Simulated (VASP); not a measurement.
Set up this calculation in VASP 6.6.1, as the native input.

```
Task                   : relaxation of cell and atoms
Functional             : PBE
Potentials or basis    : VASP PAW PBE potentials, release 64 (Y_sv)
Cutoff                 : 600 eV
k mesh                 : 4 × 4 × 4
Occupations            : gaussian, width 0.1 eV
Spin                   : no spin polarisation
Dipole correction      : no
Further INCAR settings : ALGO = Normal; EDIFF = 1e-07; IBRION = 2; EDIFFG = -0.04; NSW = 90; ISIF = 3
```

The structure of Y lies in POSCAR:

```
Y
1.0
    2.0298146149     -6.4389889595      0.0000000000
    2.0298146149      6.4389889595      0.0000000000
    0.0000000000      0.0000000000      5.3719565034
Y
4
Direct
    0.0980000000      0.9020000000      0.9100000000
    0.5980000000      0.4020000000      0.5900000000
    0.9020000000      0.0980000000      0.0900000000
    0.4020000000      0.5980000000      0.4100000000
```

The cell was built by a generator and needn't be a form met in nature.

One way to write it, as run:

INCAR

```
SYSTEM = Y
PREC = Accurate
ENCUT = 600
EDIFF = 1E-7
ISMEAR = 0
SIGMA = 0.1
LREAL = .False.
LASPH = .True.
NELM = 60
ALGO = Normal
ISIF = 3
LWAVE = .False.
LCHARG = .False.
GGA = PE
IBRION = 2
NSW = 90
EDIFFG = -0.04
```

KPOINTS

```
Automatic mesh
0
Gamma
  4 4 4
  0 0 0
```

Potentials or basis: VASP PAW PBE potentials, release 64 (Y_sv).

Launch:

```sh
$ cat potpaw_PBE.64/Y_sv/POTCAR > POTCAR
$ mpirun -np 1 vasp_std > vasp.out
```

Results of the run:

* Relaxed volume: 33.61 Å³/atom
* Relaxed cell: a = 6.517 Å, b = 6.517 Å, c = 5.799 Å, α = 90.00°, β = 90.00°, γ = 146.91°
* Space group after relaxing (to 0.05 Å): Fmmm (No. 69)
* Energy gained by relaxing: 1407.5 meV/atom
* Ionic steps: 24
* Pressure after relaxing: 0.0 GPa
* Largest force after relaxing: 0.028 eV/Å
* Band gap on the k mesh: none (metal or under the smearing width)

Caveat: the k mesh is coarse (spacing up to 0.41 Å⁻¹), so the values aren't converged.

Wall time 77 min on 1 thread of AMD EPYC 7R43 64-Core Processor (Zen 3), on a shared host, peak memory 0.45 GiB.
